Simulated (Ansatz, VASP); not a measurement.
# Two plane-wave programs on Be

File INCAR:

```
PREC = Accurate
ENCUT = 600
EDIFF = 1E-6
ISMEAR = 0
SIGMA = 0.1
LREAL = False
LASPH = True
NELM = 100
ALGO = Normal
ISIF = 3
LWAVE = False
LCHARG = False
GGA = PE
IBRION = 2
NSW = 90
EDIFFG = -0.04
```

File KPOINTS:

```
Automatic mesh
0
Gamma
  10 10 10
```

File POSCAR:

```
Be
1.0
   -1.2485813697      1.2485813697      1.2485813697
    1.2485813697     -1.2485813697      1.2485813697
    1.2485813697      1.2485813697     -1.2485813697
Be
1
Direct
    0.0000000000      0.0000000000      0.0000000000
```

Input for Ansatz:

```yaml
crystal:
  lattice:
    - [-1.2485813697, 1.2485813697, 1.2485813697]
    - [1.2485813697, -1.2485813697, 1.2485813697]
    - [1.2485813697, 1.2485813697, -1.2485813697]
  atoms:
    - { symbol: Be, position: [0.0, 0.0, 0.0] }
basis:
  ecutwfc: 420
kpoints:
  mp_grid: { grid: [10, 10, 10] }
hamiltonian:
  xc: pbe
scf:
  occupations: { method: gaussian, width: 0.1 }
  lower_state_search: "off"
output:
  forces: true
  stress: true
  eigenvalues: true
relax:
  adjacent_minimum: "off"
  f_tol: 0.04
  max_steps: 70
  cell: { stress_tol: 0.4 }
```

Alike in both runs: task relaxation of cell and atoms; functional PBE; k mesh 10 × 10 × 10; occupations gaussian, width 0.1 eV; no spin polarisation.

|  | VASP | Ansatz |
| --- | --- | --- |
| version | VASP 6.6.1 | Ansatz 0.2.0 |
| potentials or method | VASP PAW PBE potentials, release 64 (Be) | scalar-relativistic, plane waves, PAW |
| plane-wave cutoff (eV) | 600 | 420 |
| valence electrons in the cell | 2 | 2 |

VASP gave:

```
gap on the k mesh at the Fermi level, each at its own relaxed structure (eV) : none
relaxed volume (Å³/atom)                                                     : 7.79
relaxed cell length with the largest relative difference (Å)                 : 2.163
```

What did Ansatz give for the same quantities?

gap on the k mesh at the Fermi level, each at its own relaxed structure (eV): none; relaxed volume (Å³/atom): 7.81; relaxed cell length with the largest relative difference (Å): 2.164.

A gap of «none» marks a metal or a gap that the smearing closes.

Caveats: the relaxation stopped at its first step, so nothing moved.
